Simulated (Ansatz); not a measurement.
TaN, DFT, PBE, PAW with Ansatz's default frozen-core files, scalar-relativistic (Ansatz 0.2.0), run on 2 threads of Intel(R) Xeon(R) Platinum 8488C (Sapphire Rapids) on a shared host.

The cell comes from COD entry 1539256, which wasn't checked; take it as a given geometry. The listed cell was then made from it by scaling, straining or moving an atom.

Command: `ansatz run input.yaml --threads 2 --pin off --max-ram 6144MiB --backend cpu --events-out ev --progress --plain --runs-dir out`

```yaml
crystal:
  lattice:
    - [5.1849992558, 0.0518499926, 0.0518499926]
    - [-2.5475962172, 4.4644160778, 0.0189784145]
    - [0.02908, 0.02908, 2.908]
  atoms:
    - { symbol: Ta, position: [0.0, 0.0, 0.0] }
    - { symbol: Ta, position: [0.3333333333, 0.6666666667, 0.5] }
    - { symbol: Ta, position: [0.6666666667, 0.3333333333, 0.5] }
    - { symbol: "N", position: [0.5, 0.0, 0.0] }
    - { symbol: "N", position: [0.5, 0.5, 0.0] }
    - { symbol: "N", position: [0.0, 0.5, 0.0] }
kpoints:
  mp_grid: { grid: [5, 5, 8] }
scf:
  occupations: { method: fermi_dirac, width: 0.03 }
hamiltonian:
  xc: pbe
  pseudopotentials: { kind: paw }
output:
  forces: true
  stress: true
  eigenvalues: true
  efg: { contact_densities: true }
```

Problem. How large is the problem that the program sets up?

Solution. 101 irreducible k-points, 1303 plane waves at Γ, 33 bands.

Problem. About how long does it take, and how much memory does it use?

Solution. 5.2 s of wall time for 7 SCF iterations, with a peak of 0.55 GiB. Times on shared machines scatter by tens of per cent.

Problem. And the same cell and mesh by crystal-made all-electron datasets, asked for forces, stress, eigenvalues, efg, on the same hardware?

Solution. 60 s, peak memory 2.2 GiB.
